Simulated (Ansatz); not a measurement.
**simple cubic against fcc along group 14**

Theory: DFT, PBE, plane waves (420 eV) with PAW, scalar-relativistic in Ansatz.

Each structure is relaxed within its symmetry, in the lowest magnetic state of the tried starts. Differences under about 8 meV lie within the error of the k-point mesh.

| element | E(simple cubic) − E(fcc) (meV/atom) | V(simple cubic) (Å³/atom) | V(fcc) (Å³/atom) | state of simple cubic | state of fcc |
| --- | --- | --- | --- | --- | --- |
| C | ? | ? | ? | ? | ? |
| Si | -185 | 16.20 | 14.44 | spin not included | spin not included |
| Ge | -86 | 19.99 | 19.56 | spin not included | spin not included |
| Sn | 12 | 29.32 | 28.03 | spin not included | spin not included |
| Pb | 189 | 34.38 | 31.91 | spin not included | spin not included |

Question: Fill in the row of C.

Answer: E(simple cubic) − E(fcc) (meV/atom): -1807; V(simple cubic) (Å³/atom): 5.53; V(fcc) (Å³/atom): 7.32; state of simple cubic: spin not included; state of fcc: spin not included.
